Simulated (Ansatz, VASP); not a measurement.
## H2: VASP beside Ansatz

```xyz
2
Lattice="9.0000 0.0000 0.0000 0.0000 9.5000 0.0000 0.0000 0.0000 10.0000" Properties=species:S:1:pos:R:3 pbc="T T T"
H     4.5000    4.7500    4.6293
H     4.5000    4.7500    5.3707
```

Alike in both runs: functional r2SCAN; k mesh 1 × 1 × 1; occupations fermi-dirac, width 0.02 eV; no spin polarisation.

Ansatz relaxed the structure, and its values are those at the end. VASP's run is a single point on that final structure, the one shown.

|  | VASP | Ansatz |
| --- | --- | --- |
| version | VASP 6.6.1 | Ansatz 0.2.0 |
| potentials or method | VASP PAW PBE potentials, release 64 (H) | plane waves, PAW |
| plane-wave cutoff (eV) | 520 | 550 |
| valence electrons in the cell | 2 | 2 |

|  | VASP | Ansatz | Ansatz less VASP |
| --- | --- | --- | --- |
| rms of the force components (eV/Å) | 0.001 | 0.004 | +0.0025 |

Ansatz warned: «stress_scf_threshold_loose».

Caveats: the PAW data sets were made with another functional, which shifts forces and pressure a little (VASP). r2SCAN opens gaps a little over a GGA but as a rule still falls short of measured ones.
